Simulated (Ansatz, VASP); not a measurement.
## One calculation of Au, two programs

```
CELL_PARAMETERS angstrom
-1.78985 1.78985 1.78985
1.78985 -1.78985 1.78985
1.78985 1.78985 -1.78985
ATOMIC_POSITIONS crystal
Au 0.00000 0.00000 0.00000
```

Change from the starting cell: strain +0.080 along x and y, +0.080 along z, atoms carried along.

Alike in both runs: task single point; functional PBEsol; k mesh 20 × 20 × 20; occupations gaussian, width 0.15 eV; no spin polarisation.

|  | VASP | Ansatz |
| --- | --- | --- |
| version | VASP 6.6.1 | Ansatz 0.2.0 |
| potentials or method | VASP PAW PBE potentials, release 64 (Au) | scalar-relativistic, plane waves, PAW |
| plane-wave cutoff (eV) | 520 | 420 |
| valence electrons in the cell | 11 | 19 |

|  | VASP | Ansatz | Ansatz less VASP |
| --- | --- | --- | --- |
| gap on the k mesh at the Fermi level (eV) | none | none | - |
| pressure (GPa) | -21.1 | -21.1 | +0.04 |

A gap of «none» marks a metal or a gap that the smearing closes. The two sets of potentials don't hold the same shells in valence.

Caveats: so large a pressure means that the cell lies far from this level's equilibrium, or that cutoff or potentials fall short (VASP); the potentials were made for another functional, which shifts forces and pressure (VASP). Spin-orbit coupling is left out, which matters for the levels of Au.
